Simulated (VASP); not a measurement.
**VASP 6.6.1, LDA relaxation of cell and atoms, ZnO (rocksalt)**

INCAR

```
ENCUT = 600
ISIF = 3
LWAVE = .FALSE.
SIGMA = 0.02
NSW = 40
ISMEAR = -1
NELM = 120
LREAL = .FALSE.
LCHARG = .FALSE.
PREC = Accurate
GGA = CA
EDIFFG = -5E-3
LASPH = .TRUE.
NBANDS = 16
IBRION = 2
EDIFF = 1E-7
```

KPOINTS

```
KPOINTS created by Atomic Simulation Environment
0
Gamma
10 10 10
0 0 0
```

POSCAR

```
Zn O
 1.0000000000000000
    -0.0000000000000000    2.1650699451237672    2.1650699451237672
     2.1650699451237672    0.0000000000000000    2.1650699451237672
     2.1650699451237672    2.1650699451237672    0.0000000000000000
 Zn  O
   1   1
Cartesian
  0.0000000000000000  0.0000000000000000 -0.0000000000000000
  2.1650699451237672  2.1650699451237672  2.1650699451237672
```

VASP ran with the recommended LDA PAW datasets (18 valence electrons in the cell).

From OUTCAR

```
k-points           NKPTS =     47   k-points in BZ     NKDIM =     47   number of bands    NBANDS=     16

   NELECT =      18.0000    total number of electrons

   dimension x,y,z NGX =    24 NGY =   24 NGZ =   24
   dimension x,y,z NGXF=    48 NGYF=   48 NGZF=   48

  energy-cutoff  :      600.00
  volume of cell :       18.81
      direct lattice vectors                 reciprocal lattice vectors
    -0.000000000  2.110663187  2.110663187    -0.236892368  0.236892368  0.236892368
     2.110663187  0.000000000  2.110663187     0.236892368 -0.236892368  0.236892368
     2.110663187  2.110663187 -0.000000000     0.236892368  0.236892368 -0.236892368

 k-points in reciprocal lattice and weights: KPOINTS created by Atomic Simulation Env
   0.00000000  0.00000000  0.00000000       0.001
   0.10000000  0.00000000  0.00000000       0.008
   0.20000000  0.00000000  0.00000000       0.008
   0.30000000  0.00000000  0.00000000       0.008
   0.40000000  0.00000000  0.00000000       0.008
   0.50000000  0.00000000  0.00000000       0.004
   0.10000000  0.10000000  0.00000000       0.006
   0.20000000  0.10000000  0.00000000       0.024
   ...

 E-fermi :   3.3061

 k-point     1 :       0.0000    0.0000    0.0000
  band No.  band energies     occupation
      1     -15.8337      2.00000
      2      -2.1429      2.00000
      3      -2.1429      2.00000
      4      -2.1429      2.00000
      5      -1.9051      2.00000
      6      -1.9051      2.00000
      7       1.3831      2.00000
      8       1.3831      2.00000
      9       1.3831      2.00000
     10       3.9861      0.00000
     11      20.9892      0.00000
     12      20.9892      0.00000
     13      20.9892      0.00000
     14      21.2181      0.00000
     15      22.5771      0.00000
     16      22.5771      0.00000

 k-point     2 :       0.1000    0.0000    0.0000
  band No.  band energies     occupation
      1     -15.7096      2.00000
      2      -2.2365      2.00000
      3      -2.1630      2.00000
      4      -2.1630      2.00000
      5      -2.0061      2.00000
      6      -2.0061      2.00000
      7       0.5630      2.00000
      8       1.5652      2.00000
      9       1.5652      2.00000
     10       4.8983      0.00000
     11      18.0769      0.00000
     12      20.2634      0.00000
     13      20.2634      0.00000
     14      21.8887      0.00000
     15      22.6467      0.00000
     16      22.6467      0.00000

 k-point     3 :       0.2000    0.0000    0.0000
  band No.  band energies     occupation
      1     -15.3644      2.00000
      2      -2.6983      2.00000
      3      -2.4708      2.00000
      4      -2.4708      2.00000
      5      -1.9534      2.00000
      6      -1.9534      2.00000
      7      -0.4629      2.00000
      8       1.9864      2.00000
      9       1.9864      2.00000
     10       6.3617      0.00000
     11      15.4104      0.00000
     12      18.6332      0.00000
     13      18.6332      0.00000
     14      21.8299      0.00000
     15      23.4521      0.00000
     16      23.4521      0.00000

 k-point     4 :       0.3000    0.0000    0.0000
  band No.  band energies     occupation
      1     -14.8875      2.00000
      2      -3.6649      2.00000
      3      -2.8369      2.00000
      4      -2.8369      2.00000
      5      -1.8230      2.00000
      6      -1.8230      2.00000
      7      -0.8328      2.00000
      8       2.4415      2.00000
      9       2.4415      2.00000
     10       7.5653      0.00000
     11      13.4723      0.00000
     12      17.0966      0.00000
     13      17.0966      0.00000
     14      21.9376      0.00000
     15      24.8952      0.00000
     16      24.8952      0.00000

 k-point     5 :       0.4000    0.0000    0.0000
  band No.  band energies     occupation
      1     -14.4465      2.00000
      2      -4.5794      2.00000
      3      -3.0967      2.00000
      4      -3.0967      2.00000
      5      -1.7120      2.00000
      6      -1.7120      2.00000
      7      -0.8517      2.00000
      8       2.7816      2.00000
      9       2.7816      2.00000
     10       8.1769      0.00000
     11      12.4643      0.00000
     12      16.0547      0.00000
     13      16.0547      0.00000
     14      22.2564      0.00000
     15      26.6947      0.00000
     16      26.6947      0.00000

 k-point     6 :       0.5000    0.0000    0.0000
  band No.  band energies     occupation
      1     -14.2606      2.00000
      2      -4.9436      2.00000
      3      -3.1894      2.00000
      4      -3.1894      2.00000
      5      -1.6688      2.00000
      6      -1.6688      2.00000
      7      -0.8286      2.00000
      8       2.9075      2.00000
      9       2.9075      2.00000
     10       8.2952      0.00000
     11      12.2202      0.00000
     12      15.6866      0.00000
     13      15.6866      0.00000
     14      22.4675      0.00000
     15      27.8652      0.00000
     16      27.8652      0.00000

 k-point     7 :       0.1000    0.1000    0.0000
  band No.  band energies     occupation
      1     -15.6702      2.00000
      2      -2.3009      2.00000
      3      -2.1890      2.00000
      4      -2.1467      2.00000
      5      -2.1467      2.00000
      6      -1.8837      2.00000
      7       0.8481      2.00000
      8       1.3230      2.00000
      9       1.3230      2.00000
     10       5.2194      0.00000
     11      18.4571      0.00000
     12      19.6565      0.00000
     13      19.6565      0.00000
     14      19.7893      0.00000
     15      24.4642      0.00000
     16      24.7450      0.00000

 k-point     8 :       0.2000    0.1000    0.0000
  band No.  band energies     occupation
      1     -15.4043      2.00000
      2      -2.7690      2.00000
      3      -2.3604      2.00000
      4      -2.2509      2.00000
      5      -2.0736      2.00000
      6      -1.8738      2.00000
      7      -0.0256      2.00000
      8       1.4380      2.00000
      9       1.7492      2.00000
     10       6.4317      0.00000
     11      16.2156      0.00000
     12      17.7068      0.00000
     13      18.7683      0.00000
     14      20.4084      0.00000
     15      24.4771      0.00000
     16      25.5790      0.00000

 k-point     9 :       0.3000    0.1000    0.0000
  band No.  band energies     occupation
      1     -14.9784      2.00000
      2      -3.4331      2.00000
      3      -2.7375      2.00000
      4      -2.5737      2.00000
      5      -1.9505      2.00000
      6      -1.7796      2.00000
      7      -0.6697      2.00000
      8       1.8066      2.00000
      9       2.2212      2.00000
     10       7.6785      0.00000
     11      13.9800      0.00000
     12      16.3017      0.00000
     13      17.6363      0.00000
     14      21.5000      0.00000
     15      24.6574      0.00000
     16      26.3962      0.00000

 k-point    10 :       0.4000    0.1000    0.0000
  band No.  band energies     occupation
      1     -14.5285      2.00000
      2      -4.2334      2.00000
      3      -3.0573      2.00000
      4      -2.9007      2.00000
      5      -1.8124      2.00000
      6      -1.6860      2.00000
      7      -0.8387      2.00000
      8       2.2568      2.00000
      9       2.4594      2.00000
     10       8.5546      0.00000
     11      12.5136      0.00000
     12      15.4257      0.00000
     13      16.6096      0.00000
     14      22.5550      0.00000
     15      25.3743      0.00000
     16      27.6427      0.00000

 k-point    11 :       0.5000    0.1000    0.0000
  band No.  band energies     occupation
      1     -14.2533      2.00000
      2      -4.7375      2.00000
      3      -3.1739      2.00000
      4      -3.1053      2.00000
      5      -1.7050      2.00000
      6      -1.6585      2.00000
      7      -0.8430      2.00000
      8       2.4200      2.00000
      9       2.6483      2.00000
     10       8.8980      0.00000
     11      11.9297      0.00000
     12      15.0698      0.00000
     13      16.0023      0.00000
     14      23.4193      0.00000
     15      26.1190      0.00000
     16      28.0467      0.00000

 k-point    12 :      -0.4000    0.1000    0.0000
  band No.  band energies     occupation
      1     -14.3114      2.00000
      2      -4.6391      2.00000
      3      -3.1400      2.00000
      4      -3.0887      2.00000
      5      -1.7153      2.00000
      6      -1.6700      2.00000
      7      -0.8351      2.00000
      8       2.1590      2.00000
      9       2.8597      2.00000
     10       8.8515      0.00000
     11      12.0648      0.00000
     12      15.1450      0.00000
     13      16.0103      0.00000
     14      23.6536      0.00000
     15      26.3321      0.00000
     16      26.6197      0.00000

 ...

  Total       -0.0003998     -0.0003998     -0.0003998     -0.0000000      0.0000000      0.0000000
  in kB       -0.0340604     -0.0340604     -0.0340604     -0.0000000      0.0000000      0.0000000
  external PRESSURE =      -0.0340604 kB  Pullay stress =       0.0000000 kB

 POSITION                                       TOTAL-FORCE (eV/Angst)
 -----------------------------------------------------------------------------------
      0.00000      0.00000      0.00000         0.000000      0.000000      0.000000
      2.11066      2.11066      2.11066         0.000000     -0.000000     -0.000000
 -----------------------------------------------------------------------------------
    total drift:                                0.000000     -0.000000     -0.000000

  FREE ENERGIE OF THE ION-ELECTRON SYSTEM (eV)
  ---------------------------------------------------
  free  energy   TOTEN  =       -10.3694929890 eV

  energy  without entropy=      -10.3694929890  energy(sigma->0) =      -10.36949299
```

CONTCAR

```
Zn O
   1.00000000000000
    -0.0000000000000000    2.1106631868011632    2.1106631868011632
     2.1106631868011632    0.0000000000000000    2.1106631868011632
     2.1106631868011632    2.1106631868011632   -0.0000000000000000
  Zn              O
     1     1
Direct
     0.0000000000000000    0.0000000000000000    0.0000000000000000
     0.5000000000000000    0.5000000000000000    0.5000000000000000

  0.00000000E+00  0.00000000E+00  0.00000000E+00
  0.00000000E+00  0.00000000E+00  0.00000000E+00
```

| Item | Value |
| --- | --- |
| relaxed cell vector lengths | 2.985, 2.985, 2.985 Å |
| relaxed cell volume | 18.81 Å³ |
